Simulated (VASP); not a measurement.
# CaO in VASP: one cell, several levels of theory, part 3 of 3

The system is CaO in the CsCl structure, a generated structure that needn't be the ground state.

VASP 6.6.1, plane waves, PAW. Earlier steps stand in the parts before.

**6. Linear response to a field, PBE**

The input, INCAR:

```
ENCUT = 520.000000
SIGMA = 0.010000
EDIFF = 1.00e-08
GGA = PE
PREC = Accurate
IBRION = -1
ISIF = 2
ISMEAR = 0
NBANDS = 15
NELM = 120
NSW = 0
LASPH = .TRUE.
LCHARG = .FALSE.
LEPSILON = .TRUE.
LWAVE = .FALSE.
LREAL = .FALSE.
```

The input, KPOINTS:

```
KPOINTS created by Atomic Simulation Environment
0
Gamma
12 12 12
0 0 0
```

The input, POSCAR:

```
Ca O
 1.0000000000000000
     2.9032089642333831    0.0000000000000000   -0.0000000000000000
    -0.0000000000000000    2.9032089642333831    0.0000000000000000
    -0.0000000000000000    0.0000000000000000    2.9032089642333831
 Ca  O
   1   1
Cartesian
  0.0000000000000000 -0.0000000000000000 -0.0000000000000000
  1.4516044821166916  1.4516044821166916  1.4516044821166916
```

The run is started by

```console
$ mpirun -np 1 vasp_std
```

Standard output, without the iteration lines:

```text
POSCAR found type information on POSCAR CaO
 POSCAR found :  2 types and       2 ions
 LDA part: xc-table for (Slater+PW92), standard interpolation
 POSCAR, INCAR and KPOINTS ok, starting setup
 FFT: planning ... GRIDC
 FFT: planning ... GRID_SOFT
 FFT: planning ... GRID
 WAVECAR not read
 entering main loop
 Linear response reoptimize wavefunctions to high precision
 Linear response G [H, r] |phi>, progress :
  Direction:   1
 Linear response G [H, r] |phi>, progress :
  Direction:   2
 Linear response G [H, r] |phi>, progress :
  Direction:   3
 Linear response to external field (no local field effect), progress :
  Direction:   1
 dielectric tensor                  component  1 :     3.513    -0.568     0.037
 Linear response to external field (no local field effect), progress :
  Direction:   2
 dielectric tensor                  component  2 :    -0.568     4.171     0.938
 Linear response to external field (no local field effect), progress :
  Direction:   3
 dielectric tensor                  component  3 :     0.037     0.938     6.261
 Linear response to external field, progress :
  Direction:   1
 dielectric tensor                  component  1 :     4.516    -0.021     0.280
 Linear response to external field, progress :
  Direction:   2
 dielectric tensor                  component  2 :    -0.022     4.516     0.281
 Linear response to external field, progress :
  Direction:   3
 dielectric tensor                  component  3 :     0.125     0.134     4.516
 Born effective charges drift removed
```

OSZICAR:

```text
N       E                     dE             d eps       ncg     rms          rms(c)
DAV:   1     0.120998068535E+03    0.12100E+03   -0.84816E+03  2520   0.112E+03
DAV:   2    -0.866883031918E+01   -0.12967E+03   -0.12155E+03  3172   0.294E+02
DAV:   3    -0.132883426174E+02   -0.46195E+01   -0.45918E+01  2835   0.569E+01
DAV:   4    -0.133858171361E+02   -0.97475E-01   -0.97419E-01  3627   0.764E+00
DAV:   5    -0.133873824727E+02   -0.15653E-02   -0.15653E-02  2860   0.786E-01    0.816E+00
DAV:   6    -0.118916428958E+02    0.14957E+01   -0.35445E+00  2864   0.206E+01    0.323E+00
DAV:   7    -0.118333706848E+02    0.58272E-01   -0.33426E-01  2744   0.590E+00    0.168E+00
DAV:   8    -0.118145557479E+02    0.18815E-01   -0.85746E-02  3353   0.291E+00    0.424E-01
DAV:   9    -0.118130358503E+02    0.15199E-02   -0.67353E-03  2877   0.746E-01    0.102E-01
DAV:  10    -0.118134433442E+02   -0.40749E-03   -0.76141E-04  3101   0.330E-01    0.470E-02
[... 6 lines left out ...]
   1 F= -.11813414E+02 E0= -.11813414E+02  d E =-.152667E-63
[... 177 lines left out ...]
RMM:   5    -0.258674666422E+00   -0.59528E-02   -0.15508E-03 11462   0.254E-01    0.259E-02
RMM:   6    -0.259059614190E+00   -0.38495E-03   -0.31251E-04 12125   0.947E-02    0.136E-02
RMM:   7    -0.259538045264E+00   -0.47843E-03   -0.69460E-05 12137   0.441E-02    0.463E-03
RMM:   8    -0.259549952238E+00   -0.11907E-04   -0.19117E-05 12526   0.195E-02    0.261E-03
RMM:   9    -0.259558769584E+00   -0.88173E-05   -0.58746E-06 12400   0.884E-03    0.116E-03
RMM:  10    -0.259567082840E+00   -0.83133E-05   -0.92366E-07 12359   0.464E-03    0.143E-03
RMM:  11    -0.259552814469E+00    0.14268E-04   -0.25597E-06 12153   0.242E-03    0.480E-04
RMM:  12    -0.259553102301E+00   -0.28783E-06   -0.20910E-06 12261   0.988E-04    0.310E-04
RMM:  13    -0.259554470352E+00   -0.13681E-05   -0.11339E-06 12219   0.511E-04    0.214E-05
RMM:  14    -0.259553786895E+00    0.68346E-06   -0.45778E-07 10324   0.231E-04    0.645E-05
RMM:  15    -0.259553939066E+00   -0.15217E-06   -0.13236E-07  9353   0.138E-04    0.641E-06
```

OUTCAR, selected sections:

```text
k-points           NKPTS =     84   k-points in BZ     NKDIM =     84   number of bands    NBANDS=     15

   NELECT =      16.0000    total number of electrons

   dimension x,y,z NGX =    24 NGY =   24 NGZ =   24
   dimension x,y,z NGXF=    48 NGYF=   48 NGZF=   48

  energy-cutoff  :      520.00
  volume of cell :       24.47
      direct lattice vectors                 reciprocal lattice vectors
     2.903208964  0.000000000  0.000000000     0.344446443  0.000000000  0.000000000
     0.000000000  2.903208964  0.000000000     0.000000000  0.344446443  0.000000000
     0.000000000  0.000000000  2.903208964     0.000000000  0.000000000  0.344446443

 k-points in reciprocal lattice and weights: KPOINTS created by Atomic Simulation Env
   0.00000000  0.00000000  0.00000000       0.001
   0.08333333  0.00000000  0.00000000       0.003
   0.16666667  0.00000000  0.00000000       0.003
   0.25000000  0.00000000  0.00000000       0.003
   0.33333333  0.00000000  0.00000000       0.003
   0.41666667  0.00000000  0.00000000       0.003
   0.50000000  0.00000000  0.00000000       0.002
   0.08333333  0.08333333  0.00000000       0.007
[... 76 more k-points ...]

 E-fermi :   4.3014

 k-point     1 :       0.0000    0.0000    0.0000
  band No.  band energies     occupation
      1     -35.1094      2.00000
      2     -15.5502      2.00000
      3     -15.5502      2.00000
      4     -15.5502      2.00000
      5     -12.2673      2.00000
      6       3.8804      2.00000
      7       3.8804      2.00000
      8       3.8804      2.00000
      9       6.9435      0.00000
     10       6.9435      0.00000
     11       9.4122      0.00000
     12      12.6259      0.00000
     13      12.6259      0.00000
     14      12.6259      0.00000
     15      23.4287      0.00000

 k-point     2 :       0.0833    0.0000    0.0000
  band No.  band energies     occupation
      1     -35.0982      2.00000
      2     -15.6774      2.00000
      3     -15.5417      2.00000
      4     -15.5417      2.00000
      5     -12.1660      2.00000
      6       3.5074      2.00000
      7       3.8485      2.00000
      8       3.8485      2.00000
      9       7.0006      0.00000
     10       7.2736      0.00000
     11       9.7172      0.00000
     12      12.5940      0.00000
     13      12.5940      0.00000
     14      12.6449      0.00000
     15      22.9919      0.00000

 k-point     3 :       0.1667    0.0000    0.0000
  band No.  band energies     occupation
      1     -35.0674      2.00000
      2     -15.9958      2.00000
      3     -15.5187      2.00000
      4     -15.5187      2.00000
      5     -11.9152      2.00000
      6       2.6919      2.00000
      7       3.7604      2.00000
      8       3.7604      2.00000
      9       7.1622      0.00000
     10       8.0836      0.00000
     11      10.4787      0.00000
     12      12.5170      0.00000
     13      12.5170      0.00000
     14      12.6973      0.00000
     15      21.9549      0.00000

 k-point     4 :       0.2500    0.0000    0.0000
  band No.  band energies     occupation
      1     -35.0249      2.00000
      2     -16.3822      2.00000
      3     -15.4871      2.00000
      4     -15.4871      2.00000
      5     -11.6090      2.00000
      6       1.8070      2.00000
      7       3.6371      2.00000
      8       3.6371      2.00000
      9       7.3983      0.00000
     10       9.1596      0.00000
     11      11.4502      0.00000
     12      12.4340      0.00000
     13      12.4340      0.00000
     14      12.7701      0.00000
     15      20.7593      0.00000

 k-point     5 :       0.3333    0.0000    0.0000
  band No.  band energies     occupation
      1     -34.9819      2.00000
      2     -16.7308      2.00000
      3     -15.4551      2.00000
      4     -15.4551      2.00000
      5     -11.3261      2.00000
      6       1.0535      2.00000
      7       3.5108      2.00000
      8       3.5108      2.00000
      9       7.6557      0.00000
     10      10.2690      0.00000
     11      12.3744      0.00000
     12      12.3744      0.00000
     13      12.5172      0.00000
     14      12.8444      0.00000
     15      19.7068      0.00000

[... the tables of k-points 6 to 84 left out ...]

 MACROSCOPIC STATIC DIELECTRIC TENSOR (including local field effects in DFT)
 ------------------------------------------------------
           4.515815    -0.000000    -0.000000
           0.000000     4.515815    -0.000000
           0.000000    -0.000000     4.515815

 BORN EFFECTIVE CHARGES (including local field effects) (in |e|, cummulative output)
 ---------------------------------------------------------------------------------
 ion    1
    1     2.55071    -0.00000    -0.00000
    2     0.00000     2.55071     0.00000
    3     0.00000    -0.00000     2.55071
 ion    2
    1    -2.55071     0.00000     0.00000
    2     0.00000    -2.55071     0.00000
    3    -0.00000     0.00000    -2.55071

  Total        0.6591017      0.6591017      0.6591017     -0.0000000      0.0000000      0.0000000
  in kB       43.1547035     43.1547035     43.1547035     -0.0000000      0.0000000      0.0000000
  external PRESSURE =      43.1547035 kB  Pullay stress =       0.0000000 kB

 POSITION                                       TOTAL-FORCE (eV/Angst)
 -----------------------------------------------------------------------------------
      0.00000      0.00000      0.00000         0.000000      0.000000      0.000000
      1.45160      1.45160      1.45160         0.000000      0.000000      0.000000
 -----------------------------------------------------------------------------------
    total drift:                                0.000000      0.000000     -0.000000

  FREE ENERGIE OF THE ION-ELECTRON SYSTEM (eV)
  ---------------------------------------------------
  free  energy   TOTEN  =       -11.8134144881 eV

  energy  without entropy=      -11.8134144881  energy(sigma->0) =      -11.81341449
```

Hardware: 1 MPI rank of Intel Xeon 6975P-C, shared host.

ε∞ with local fields: 4.52. Mean Born charges: Ca +2.55, O -2.55 e.

**7. Summary**

This closing draws on all 3 parts.

| level | gap (eV) | pressure (GPa) | Ansatz: gap (eV) | Ansatz: pressure (GPa) |
| --- | --- | --- | --- | --- |
| PBE | 2.76 | 4.31 | 2.77 | 3.64 |
| r2SCAN | 3.28 | 1.05 | 3.28 | -0.04 |
| LDA | 2.59 | -6.02 | 2.62 | -6.84 |
| PBEsol | 2.68 | -1.10 | 2.70 | -1.78 |

| quantity | VASP | Ansatz |
| --- | --- | --- |
| ε∞, PBE | 4.52 | 4.52 |
| Born charge of Ca (e) | +2.55 | +2.55 |
| Born charge of O (e) | -2.55 | -2.55 |

What this shows: The gap spans 2.59 eV (LDA) to 3.28 eV (r2SCAN). At this one volume the pressure spans -6.0 GPa (LDA) to 4.3 GPa (PBE): PBE wants the largest cell and LDA the smallest. The two programs agree on the gap within 0.03 eV, far less than the spread between functionals. A mean ε∞ of 4.5 means a refractive index near 2.13 below the gap. Ansatz refines its mesh for the response by itself, so the meshes differ. The two codes have different PAW datasets and cutoffs. LDA means the Perdew–Zunger form in VASP and the Perdew–Wang form in Ansatz.
